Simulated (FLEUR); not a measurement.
**Ti: equation of state with BLYP**

Crystal: Ti.

```
CELL_PARAMETERS angstrom
-1.64100 1.64100 1.64100
1.64100 -1.64100 1.64100
1.64100 1.64100 -1.64100
ATOMIC_POSITIONS crystal
Ti 0.00000 0.00000 0.00000
```

This isn't the form of Ti at room conditions, which is hcp.

```yaml
Program: FLEUR MaX-R8.1 (later development tree)
Task: equation of state
Functional: BLYP
Potentials_or_basis: all-electron
Basis: FLAPW
Kmax: 4.1 1/bohr
k_mesh: 11 × 11 × 11
Occupations: fermi-dirac, width 0.05 eV
Spin: no spin polarisation
```

The equilibrium volume is 17.62 Å³/atom, the bulk modulus is 101 GPa and the pressure derivative of the bulk modulus is 2.9 (rough: it moves with the points fitted).

Energy against volume, from the lowest point:
```csv
volume (Å³/atom),energy (meV/atom)
16.616,19.45
16.969,7.93
17.676,0.00
18.383,9.63
18.737,20.31
```
